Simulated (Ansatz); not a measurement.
## Elastic constants of ScAl at 5 GPa (stress–strain coefficients): input and output

The calculation used Ansatz 0.2.0, DFT PBEsol, scalar-relativistic, plane waves, PAW.

Launched with:
```bash
ansatz run input.yaml --threads 1 --pin off --max-ram 3072MiB --backend cpu --events-out ev --progress --plain --runs-dir out
```

Input (bare energies are in eV):
```yaml
crystal:
  lattice:
    - [3.2864339574, 0.0, 0.0]
    - [0.0, 3.2864339574, 0.0]
    - [0.0, 0.0, 3.2864339574]
  atoms:
    - { symbol: Sc, position: [0.5, 0.5, 0.5] }
    - { symbol: Al, position: [0.0, 0.0, 0.0] }
basis:
  ecutwfc: 420
kpoints:
  mp_grid: { grid: [12, 12, 12] }
hamiltonian:
  xc: pbesol
scf:
  occupations: { method: fermi_dirac, width: 0.15 }
output:
  forces: true
  stress: true
  eigenvalues: true
elastic:
  mode: relaxed_ion
  amplitude: 0.005
```

From the output:
```
--- Elastic constants: 2 strain directions × 4 members + reference (group order 48) ---
  dense FFT box of the reference and of every strained cell: 24×24×24
  strains applied: 11, 23; error gains: componentwise 1.00 (the most a stress slope's error grows in a printed constant), spectral 1.73 (1 for all six strains in a standard setting)
  C = ∂σ_k/∂η_j (tension-positive GPa; Voigt order 11 22 33 23 13 12):
       118.365     90.414     90.414     -0.000     -0.000     -0.000
        90.414    118.365     90.414     -0.000     -0.000     -0.000
        90.414     90.414    118.365     -0.000     -0.000     -0.000
        -0.000      0.000     -0.000    108.112     -0.000      0.000
         0.000      0.000     -0.000      0.000    108.112      0.000
         0.000     -0.000     -0.000      0.000      0.000    108.112
  reference stress σ⁰ (GPa):     -4.985     -4.985     -4.985     -0.000     -0.000      0.000
  C* (energy form; C + prestress term) asymmetry max|C*_kj − C*_jk| = 2.842e-14 GPa — a small one proves nothing (zero by symmetry where the batch's group is 432, −43m or m−3m); a large one is finite-difference/SCF noise where every solve ...
  moduli (Voigt/Reuss/Hill, GPa): K = 99.73/99.73/99.73   G = 70.46/29.26/49.86   E = 128.22   ν = 0.286
  mechanically stable: yes (min eigenvalue of sym C = 27.95 GPa)
  strain η (Voigt 11):  stress-route row diagonal C_11 = 118.37 GPa, energy-path curvature d²(F+E_count+ΔE)/dδ²/Ω₀ = 118.35 GPa
    cells at ±δ against ±2δ: C11 118.38 and 118.44 GPa, apart by 0.05 % of the column's largest entry
         δ    σ_11 (GPa) F (eV) n_scf n_hpsi n_pw
    -1.000e-2      -6.2146       -2636.8412963       8   44302    723   relax 0 steps, max|allowed force component| 2.47e-32 eV/Å
    -5.000e-3      -5.5881       -2636.8478343       4   35933    723   relax 0 steps, max|allowed force component| 3.19e-29 eV/Å
     5.000e-3      -4.4043       -2636.8588838       4   33068    739   relax 0 steps, max|allowed force component| 1.58e-30 eV/Å
     1.000e-2      -3.8458       -2636.8634549       6   38172    739   relax 0 steps, max|allowed force component| 4.66e-30 eV/Å
  strain η (Voigt 23):  stress-route row diagonal C_44 = 108.11 GPa, energy-path curvature d²(F+E_count+ΔE)/dδ²/Ω₀ = 110.59 GPa
    cells at ±δ against ±2δ: C44 108.11 and 108.09 GPa, apart by 0.02 % of the column's largest entry
         δ    σ_23 (GPa) F (eV) n_scf n_hpsi n_pw
    -1.000e-2      -1.0809       -2636.8524608       7   64454    731   relax 0 steps, max|allowed force component| 3.20e-30 eV/Å
    -5.000e-3      -0.5405       -2636.8533799       4   50349    739   relax 0 steps, max|allowed force component| 0.00e0 eV/Å
     5.000e-3       0.5405       -2636.8533799       4   50137    739   relax 0 steps, max|allowed force component| 1.58e-30 eV/Å
     1.000e-2       1.0809       -2636.8524608       6   60291    731   relax 0 steps, max|allowed force component| 1.28e-29 eV/Å
```

Time: 52 s on 1 thread of Arm Neoverse V1, with other jobs on the host, peak memory 0.42 GiB.

In a metal, frequencies and elastic constants depend on the k mesh and the smearing, soft modes and shear constants most. Other phases may be more stable at this pressure.